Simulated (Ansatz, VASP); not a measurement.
## LiF: VASP beside Ansatz

```
Li F
1.0
     0.00000    2.18257    2.18257
     2.18257    0.00000    2.18257
     2.18257    2.18257    0.00000
Li F
1 1
Direct
  0.00000 0.00000 0.00000
  0.25000 0.25000 0.25000
```

Alike in both runs: task electric field gradients; functional PBE; k mesh 16 × 16 × 16; occupations fermi-dirac, width 0.03 eV; no spin polarisation.

```csv
,VASP,Ansatz
version,VASP 6.6.1,Ansatz 0.2.0
potentials or method,"VASP PAW PBE potentials, release 64 (Li_sv, F), cutoff 520 eV","all-electron PAW with datasets made for the crystal, scalar-relativistic"
```

|  | VASP | Ansatz | Ansatz less VASP |
| --- | --- | --- | --- |
| gap on the k mesh at the Fermi level (eV) | 7.64 | 7.64 | 0.000 |
| Vzz of the field gradient on the site that differs most (V/Å²) | 0.0 | 0.0 | 0.00 |

Ansatz ran all-electron here, so the differences hold the error of VASP's frozen core and of both bases.

 A k mesh can miss the band edges.
